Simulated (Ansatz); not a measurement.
**Polymorphs of WS₂**

Method: DFT r2SCAN, scalar-relativistic, plane waves, PAW in Ansatz 0.2.0. All cells share a 500 eV cutoff and Γ-centred k meshes spaced at most 0.3 Å⁻¹ (0.19 for metals, 2π included).

All energies are static (0 K, no zero-point motion). The comparison covers the computed candidates alone. For metals, differences of a few meV/atom aren't resolved. No dispersion correction is applied, so the spacing between layers, chains or molecules is poorly fixed, and with it the volume and density (WS2 P6_3/mmc, WS2 R3m, WS2 P-3m1, WS2 P-6m2). Spin–orbit coupling is left out. The magnetic state reached may not be the lowest. Magnetic atoms first started from parallel or listed moments, and other orders weren't tried. A dash marks a run without spin. The functional can misorder magnetic and non-magnetic phases.

```csv
#,started from,space group,atoms,V (Å³/atom),ΔE (meV/atom),gap on mesh (eV),net m per atom / largest site m (μB)
1,database cell,P6_3/mmc (No. 194),6,19.1,0,1.37,-
2,database cell,R3m (No. 160),3,19.2,1,1.37,-
3,database cell,P-3m1 (No. 164),6,34.6,7,1.58,-
4,database cell,P-6m2 (No. 187),3,49.5,13,1.90,-
5,"tetragonal zirconia type, changed",P4_2/nmc (No. 137),6,17.5,747,0.00,0.64 / 1.26
6,cuprite type,Pn-3m (No. 224),6,22.5,809,0.00,-
7,cubic Laves (C15) type,Fd-3m (No. 227),6,14.7,2720,0.00,-
```

The first two are tied within the noise. The first: Space group P6_3/mmc (No. 194), hexagonal, a = 3.182 Å, c = 13.061 Å. Around W lie 6 S at 2.41 Å; S is coordinated by 3 W at 2.41 Å. Its energy against the elements is -0.906 eV/atom. Energies over the elements count from the lowest elemental structures computed at the same level, with no empirical corrections.

```cif
data_structure
_symmetry_space_group_name_H-M 'P6_3/mmc'
_symmetry_Int_Tables_number 194
_cell_length_a 3.1819
_cell_length_b 3.1819
_cell_length_c 13.0609
_cell_angle_alpha 90.000
_cell_angle_beta 90.000
_cell_angle_gamma 120.000
_cell_volume 114.52
loop_
_atom_site_label
_atom_site_type_symbol
_atom_site_symmetry_multiplicity
_atom_site_Wyckoff_symbol
_atom_site_fract_x
_atom_site_fract_y
_atom_site_fract_z
_atom_site_occupancy
W1 W 2 c 0.33333 0.66667 0.25000 1
S1 S 4 f 0.33333 0.66667 0.63059 1
```

The second: Space group R3m (No. 160), trigonal, a = 3.182 Å, c = 19.665 Å. W has 6 S at 2.41 Å; S on Wyckoff site a (1 atom of the primitive cell) is coordinated by 3 W at 2.41 Å; around S on Wyckoff site a (1 atom of the primitive cell) lie 3 W at 2.41 Å.